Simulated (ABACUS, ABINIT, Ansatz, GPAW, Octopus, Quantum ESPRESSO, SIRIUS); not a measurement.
**MnS: 8 runs at one level of theory**

```
Mn S
1.0
     0.00000    2.47346    2.47346
     2.47346    0.00000    2.47346
     2.47346    2.47346    0.00000
Mn S
1 1
Cartesian
  0.0000 0.0000 0.0000
  3.7102 3.7102 3.7102
```

The cell is a database's computed one, not the measured one.

Alike in all runs: task single point; functional PBEsol; k mesh 9 × 9 × 9; occupations fermi-dirac, width 0.05 eV; collinear spin, ferromagnetic start; no spin-orbit coupling. Pressure is positive in compression and, in plane waves, holds the error of the finite cutoff, which Ansatz's Pulay term estimates and takes out.

```tsv
program and potentials	plane-wave cutoff (eV)	notes	pressure (GPa)	net moment per atom (μB)
Ansatz, Ansatz PAW	420	potentials made for PBE, which Ansatz adapts in part; Pulay term of +0.02 GPa included	-3.01	0.12
ABACUS, PseudoDojo NC SR 0.4.1 PBEsol standard, plane waves	1320	-	?	?
Octopus, pseudodojo_pbesol (PseudoDojo 0.4, PBEsol)	-	-	-	0.14
ABINIT, PseudoDojo NC SR PBEsol v0.4.1 standard	1306	-	-3.13	0.14
Quantum ESPRESSO, GBRV 1.5 PBEsol	612	-	-3.17	0.12
Ansatz, all-electron LAPW, scalar-relativistic	-	-	-3.00	0.12
GPAW, PAW data sets generated for this functional	600	-	-2.29	0.11
SIRIUS, PseudoDojo 0.4.1 PBEsol standard (scalar relativistic)	1307	-	-3.13	0.14
```

Question: Estimate from the other rows what the run with ABACUS, PseudoDojo NC SR 0.4.1 PBEsol standard, plane waves gave.

Answer: Pressure -3.15 GPa; net moment per atom 0.14 μB. The other rows, which needn't bracket it: pressure -3.17 to -2.29; net moment per atom 0.11 to 0.14.
